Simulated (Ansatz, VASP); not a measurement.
P in VASP and in Ansatz

INCAR

```
SYSTEM = P
  PREC = Accurate
  ENCUT = 520
  EDIFF = 1E-7
  ISMEAR = 0
  SIGMA = 0.05
  LREAL = .False.
  LASPH = .True.
  NELM = 100
  ALGO = Normal
  ISIF = 2
  LWAVE = .False.
  LCHARG = .False.
  GGA = PE
  IVDW = 12
  NBANDS = 8
```

Contents of KPOINTS:

```
regular mesh
0
Gamma
  18 18 18
  0 0 0
```

The input POSCAR:

```
P
1.0
    2.3752400909      0.0000000000      0.0000000000
    0.0000000000      2.3752400909      0.0000000000
    0.0000000000      0.0000000000      2.3752400909
P
1
Direct
    0.0000000000      0.0000000000      0.0000000000
```

Input for Ansatz:

```yaml
crystal:
  lattice:
    - [2.3752400909, 0.0, 0.0]
    - [0.0, 2.3752400909, 0.0]
    - [0.0, 0.0, 2.3752400909]
  atoms:
    - { symbol: P, position: [0.0, 0.0, 0.0] }
basis:
  ecutwfc: 420
  ecutrho_ratio: 4
kpoints:
  mp_grid: { grid: [18, 18, 18] }
hamiltonian:
  xc: pbe
  dispersion: d3bj
scf:
  occupations: { method: gaussian, width: 0.05 }
output:
  forces: true
  stress: true
  eigenvalues: true
```

Alike in both runs: task single point; functional PBE; dispersion D3(BJ); k mesh 18 × 18 × 18; occupations gaussian, width 0.05 eV; no spin polarisation.

|  | VASP | Ansatz |
| --- | --- | --- |
| version | VASP 6.6.1 | Ansatz 0.2.0 |
| potentials or method | VASP PAW PBE potentials, release 64 (P) | scalar-relativistic, plane waves, PAW |
| plane-wave cutoff (eV) | 520 | 420 |
| valence electrons in the cell | 5 | 5 |

```csv
,VASP,Ansatz,Ansatz less VASP
gap on the k mesh at the Fermi level (eV),none,none,-
pressure (GPa),5.1,5.5,+0.40
```

A gap of «none» marks a metal or a gap that the smearing closes.

Caveats: pairwise dispersion overbinds metals, which lowers pressure and volume.
